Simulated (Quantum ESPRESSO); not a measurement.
Input of a Quantum ESPRESSO 7.5 run:

Contents of scf.in:

```
&CONTROL
  calculation = 'scf'
  prefix = 'pwscf'
  outdir = './tmp'
  pseudo_dir = './pseudo'
/
&SYSTEM
  ibrav = 0
  A = 3.32269476
  nat = 2
  ntyp = 2
  ecutwfc = 70
  nbnd = 20
  occupations = 'smearing'
  smearing = 'fd'
  degauss = 0.00367493
  force_symmorphic = .true.
/
&ELECTRONS
  conv_thr = 4d-10
  electron_maxstep = 120
  mixing_beta = 0.5
/
ATOMIC_SPECIES
Cd   112.4140 Cd_ONCV_PBE-1.2.upf
O     15.9990 O_ONCV_PBE-1.2.upf
CELL_PARAMETERS alat
   0.0000000000    0.7071067822    0.7071067822
   0.7071067822    0.0000000000    0.7071067822
   0.7071067822    0.7071067822    0.0000000000
ATOMIC_POSITIONS alat
Cd     0.0000000000    0.0000000000    0.0000000000
O      0.7071067822    0.7071067822    0.7071067822
K_POINTS automatic
10 10 10 0 0 0
```

Contents of nscf.in:

```
&CONTROL
  calculation = 'nscf'
  prefix = 'pwscf'
  outdir = './tmp'
  pseudo_dir = './pseudo'
/
&SYSTEM
  ibrav = 0
  A = 3.32269476
  nat = 2
  ntyp = 2
  ecutwfc = 70
  nbnd = 63
  occupations = 'smearing'
  smearing = 'fd'
  degauss = 0.00367493
  force_symmorphic = .true.
/
&ELECTRONS
  conv_thr = 1d-08
  diago_full_acc = .true.
  diago_thr_init = 1d-06
/
ATOMIC_SPECIES
Cd   112.4140 Cd_ONCV_PBE-1.2.upf
O     15.9990 O_ONCV_PBE-1.2.upf
CELL_PARAMETERS alat
   0.0000000000    0.7071067822    0.7071067822
   0.7071067822    0.0000000000    0.7071067822
   0.7071067822    0.7071067822    0.0000000000
ATOMIC_POSITIONS alat
Cd     0.0000000000    0.0000000000    0.0000000000
O      0.7071067822    0.7071067822    0.7071067822
K_POINTS automatic
4 4 4 0 0 0
```

Potentials or basis: SG15 PBE 1.2.

Command:

```sh
$ OMP_NUM_THREADS=1 pw.x -in scf.in > scf.out
$ OMP_NUM_THREADS=1 pw.x -in nscf.in > nscf.out
```

**Question.** Predict the band gap on the k mesh, mean-field level.

**Answer.** None (metal or under the smearing width).

Caveat: the k mesh is coarse (spacing up to 0.58 Å⁻¹), so the values aren't converged; this crystal is a semiconductor, whose small gap the functional closes, so the metal is an error of the method.
